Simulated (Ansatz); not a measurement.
## PtAl and the effect of the Hubbard U on Pt d

Space group P2_13 (No. 198). a = 4.879 Å, b = 4.879 Å, c = 4.879 Å, α = 90.00°, β = 90.00°, γ = 90.00°
| atom | site | symmetry | x | y | z |
| --- | --- | --- | --- | --- | --- |
| Pt | 4a | .3. | 0.8449 | 0.6551 | 0.3449 |
| Al | 4a | .3. | 0.1560 | 0.3440 | 0.6560 |

The cell is a database's computed one, not the measured one.

Kept alike: task single point; functional PBEsol; k mesh 5 × 5 × 5; occupations fermi-dirac, width 0.05 eV; no spin polarisation. Program: Ansatz, Ansatz PAW, cutoff 420 eV. The mesh is that of the run's cell of 8 atoms. No spin-orbit coupling.

| Hubbard U on Pt d, U (eV) | pressure (GPa) |
| --- | --- |
| 0 | -1.23 |
| 2 | -1.18 |
| 3 | -1.03 |
| 4 | -0.80 |
| 5 | -0.54 |
| 6 | -0.25 |
| 8 | 0.48 |

Pressure is positive in compression, with a Pulay correction for the finite cutoff. U acts here on a shell without spin polarisation. For a metal such a mesh leaves the last digits unconverged. How U acts hangs on the program's projectors. All rows use potentials made for PBE. U is the effective U - J on orthogonalised atomic projectors. Double counting: fully localised limit (the default).

The pressure rises from -1.23 to 0.48 GPa between 0 and 8 eV. U localises the shell and weakens its bonds, so the cell pushes outwards.
